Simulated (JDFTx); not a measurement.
# CuO (Pm-3m) in JDFTx: notebook, part 2 of 2

JDFTx 1.7.0 (patched build).

## (7) Band structure, PBE+U

bands.in reads:

```
lattice \
    4.8236215721     0.0000000000     0.0000000000 \
    0.0000000000     4.8236215721     0.0000000000 \
    0.0000000000     0.0000000000     4.8236215721
coords-type Cartesian
ion Cu     0.0000000000     0.0000000000     0.0000000000 1
ion O      2.4118107861     2.4118107861     2.4118107861 1

ion-species pseudo/Cu.upf
ion-species pseudo/O.upf
elec-cutoff 46 368
elec-ex-corr gga-PBE
elec-smearing Fermi 0.0018374661
elec-n-bands 19
add-U Cu d 0.293995
electronic-minimize nIterations 30 energyDiffThreshold 1e-06
davidson-band-ratio 1.3
forces-output-coords Cartesian
include path.kpoints
symmetries none
fix-electron-density run.$VAR

dump-name bands.$VAR
dump End Ecomponents EigStats BandEigs Kpoints Forces
```

path.kpoints reads:

```
kpoint +0.0000000000 +0.0000000000 +0.0000000000 0.020000000000
kpoint +0.0000000000 +0.0833333333 +0.0000000000 0.020000000000
kpoint +0.0000000000 +0.1666666667 +0.0000000000 0.020000000000
kpoint +0.0000000000 +0.2500000000 +0.0000000000 0.020000000000
kpoint +0.0000000000 +0.3333333333 +0.0000000000 0.020000000000
kpoint +0.0000000000 +0.4166666667 +0.0000000000 0.020000000000
kpoint +0.0000000000 +0.5000000000 +0.0000000000 0.020000000000
kpoint +0.0833333333 +0.5000000000 +0.0000000000 0.020000000000
kpoint +0.1666666667 +0.5000000000 +0.0000000000 0.020000000000
kpoint +0.2500000000 +0.5000000000 +0.0000000000 0.020000000000
kpoint +0.3333333333 +0.5000000000 +0.0000000000 0.020000000000
kpoint +0.4166666667 +0.5000000000 +0.0000000000 0.020000000000
kpoint +0.5000000000 +0.5000000000 +0.0000000000 0.020000000000
kpoint +0.4444444444 +0.4444444444 +0.0000000000 0.020000000000
kpoint +0.3888888889 +0.3888888889 +0.0000000000 0.020000000000
kpoint +0.3333333333 +0.3333333333 +0.0000000000 0.020000000000
kpoint +0.2777777778 +0.2777777778 +0.0000000000 0.020000000000
kpoint +0.2222222222 +0.2222222222 +0.0000000000 0.020000000000
kpoint +0.1666666667 +0.1666666667 +0.0000000000 0.020000000000
kpoint +0.1111111111 +0.1111111111 +0.0000000000 0.020000000000
kpoint +0.0555555556 +0.0555555556 +0.0000000000 0.020000000000
kpoint +0.0000000000 +0.0000000000 +0.0000000000 0.020000000000
kpoint +0.0454545455 +0.0454545455 +0.0454545455 0.020000000000
kpoint +0.0909090909 +0.0909090909 +0.0909090909 0.020000000000
kpoint +0.1363636364 +0.1363636364 +0.1363636364 0.020000000000
kpoint +0.1818181818 +0.1818181818 +0.1818181818 0.020000000000
kpoint +0.2272727273 +0.2272727273 +0.2272727273 0.020000000000
kpoint +0.2727272727 +0.2727272727 +0.2727272727 0.020000000000
kpoint +0.3181818182 +0.3181818182 +0.3181818182 0.020000000000
kpoint +0.3636363636 +0.3636363636 +0.3636363636 0.020000000000
kpoint +0.4090909091 +0.4090909091 +0.4090909091 0.020000000000
kpoint +0.4545454545 +0.4545454545 +0.4545454545 0.020000000000
kpoint +0.5000000000 +0.5000000000 +0.5000000000 0.020000000000
kpoint +0.4500000000 +0.5000000000 +0.4500000000 0.020000000000
kpoint +0.4000000000 +0.5000000000 +0.4000000000 0.020000000000
kpoint +0.3500000000 +0.5000000000 +0.3500000000 0.020000000000
kpoint +0.3000000000 +0.5000000000 +0.3000000000 0.020000000000
kpoint +0.2500000000 +0.5000000000 +0.2500000000 0.020000000000
kpoint +0.2000000000 +0.5000000000 +0.2000000000 0.020000000000
kpoint +0.1500000000 +0.5000000000 +0.1500000000 0.020000000000
kpoint +0.1000000000 +0.5000000000 +0.1000000000 0.020000000000
kpoint +0.0500000000 +0.5000000000 +0.0500000000 0.020000000000
kpoint +0.0000000000 +0.5000000000 +0.0000000000 0.020000000000
kpoint +0.5000000000 +0.5000000000 +0.0000000000 0.020000000000
kpoint +0.5000000000 +0.5000000000 +0.0833333333 0.020000000000
kpoint +0.5000000000 +0.5000000000 +0.1666666667 0.020000000000
kpoint +0.5000000000 +0.5000000000 +0.2500000000 0.020000000000
kpoint +0.5000000000 +0.5000000000 +0.3333333333 0.020000000000
kpoint +0.5000000000 +0.5000000000 +0.4166666667 0.020000000000
kpoint +0.5000000000 +0.5000000000 +0.5000000000 0.020000000000
```

Potentials or basis: PseudoDojo-SR-PBE-0.5-standard with smoothed tails.

Launch:

```
jdftx -c 1 -i bands.in -o bands.out
```

Output:

```text
*************** JDFTx 1.7.0 (patched build) ***************

Input parsed successfully to the following command list (including defaults):
[... the input with its defaults ...]

---------- Initializing the Grid ----------
R =
[      4.82362            0            0  ]
[            0      4.82362            0  ]
[            0            0      4.82362  ]
unit cell volume = 112.233
G =
[    1.30259          0          0  ]
[          0    1.30259          0  ]
[          0          0    1.30259  ]
Minimum fftbox size, Smin = [  44  44  44  ]
Chosen fftbox size, S = [  48  48  48  ]

---------- Initializing tighter grid for wavefunction operations ----------
R =
[      4.82362            0            0  ]
[            0      4.82362            0  ]
[            0            0      4.82362  ]
unit cell volume = 112.233
G =
[    1.30259          0          0  ]
[          0    1.30259          0  ]
[... 43 lines left out ...]
Optimum gaussian width for ewald sums = 1.714398 bohr.
Real space sum over 1331 unit cells with max indices [  5  5  5  ]
Reciprocal space sum over 2197 terms with max indices [  6  6  6  ]

---------- Allocating electronic variables ----------
Reading n from file 'run.n' ... done
Reading rhoAtom from file 'run.rhoAtom' ... done
Initializing wave functions:  linear combination of atomic orbitals
Note: number of bands (19) exceeds available atomic orbitals (14)

----------- Band structure minimization -------------
Minimization will be done independently for each quantum number.

---- Minimization of quantum number:     0  [ +0.0000000 +0.0000000 +0.0000000 ]  0.040000000 ----
BandDavidson: Iter:   0  Eband: +0.069499776709423
BandDavidson: Iter:   1  Eband: +0.046792572095654  dEband: -2.270720e-02
BandDavidson: Iter:   2  Eband: +0.044101725420986  dEband: -2.690847e-03
BandDavidson: Iter:   3  Eband: +0.043941357225385  dEband: -1.603682e-04
[... 562 lines of inner loops ...]
BandDavidson: Iter:   4  Eband: +0.024216558714335  dEband: -4.416820e-06
BandDavidson: Iter:   5  Eband: +0.024216077752724  dEband: -4.809616e-07
BandDavidson: Converged (dEband<1.000000e-06)
	FillingsUpdate:  mu: +0.564189535  nElectrons: 25.000000
WARNING: these k-points are no uniform mesh, so that mu and the fillings of partly filled bands are only those of these points: take mu from the calculation that made the density or potential.

Dumping 'bands.eigStats' ...
	eMin: -3.496584 at state 42 ( [ +0.000000 +0.500000 +0.000000 ] spin 0 )
	HOMO: +0.563505 at state 47 ( [ +0.500000 +0.500000 +0.333333 ] spin 0 )
	mu  : +0.564190
	LUMO: +0.565448 at state 8 ( [ +0.166667 +0.500000 +0.000000 ] spin 0 )
	eMax: +1.601846 at state 9 ( [ +0.250000 +0.500000 +0.000000 ] spin 0 )
	HOMO-LUMO gap: +0.001942
	Optical gap  : +0.007081 at state 33 ( [ +0.450000 +0.500000 +0.450000 ] spin 0 )
Done!
[note: mu, HOMO and LUMO in a band run belong to the points of the path alone and aren't those of the crystal]
```

Wall time 11 s (1 thread of Arm Neoverse V1, shared host); peak memory 0.1 GiB.

Results:

* Band gap along the path: none (metal or under the smearing width)

Levels at the corners of the path, in eV from the Fermi level:
| point | band 11 | band 12 | band 13 | band 14 | band 15 |
| --- | --- | --- | --- | --- | --- |
| Γ | -1.70 | -1.70 | -1.70 | 2.18 | 17.26 |
| X | -2.00 | 0.51 | 0.51 | 7.87 | 9.48 |
| M | -3.88 | -2.76 | -0.70 | 6.79 | 12.92 |
| Γ | -1.70 | -1.70 | -1.70 | 2.18 | 17.26 |
| R | 0.35 | 0.35 | 0.35 | 8.16 | 8.16 |
| X | -2.00 | 0.51 | 0.51 | 7.87 | 9.48 |
| M | -3.88 | -2.76 | -0.70 | 6.79 | 12.92 |
| R | 0.35 | 0.35 | 0.35 | 8.16 | 8.16 |

Caveat: an odd number of electrons without spin polarisation forces a metal; a magnetic or distorted state may lie lower; the run has no spin polarisation, though such a crystal can be magnetic; U without spin polarisation on a metal has little footing.

## (8) For comparison

An earlier run on the cell as given: functional PBE; potentials or basis PseudoDojo-SR-PBE-0.5-standard with smoothed tails; cutoff 1252 eV; density cutoff 10014 eV; k mesh 10 × 10 × 10; occupations fermi-dirac, width 0.05 eV; no spin polarisation.

* Pressure: 20.5 GPa
* Band gap on the k mesh: none (metal or under the smearing width)
* Loewdin charges: Cu +1.00; O -0.87 e
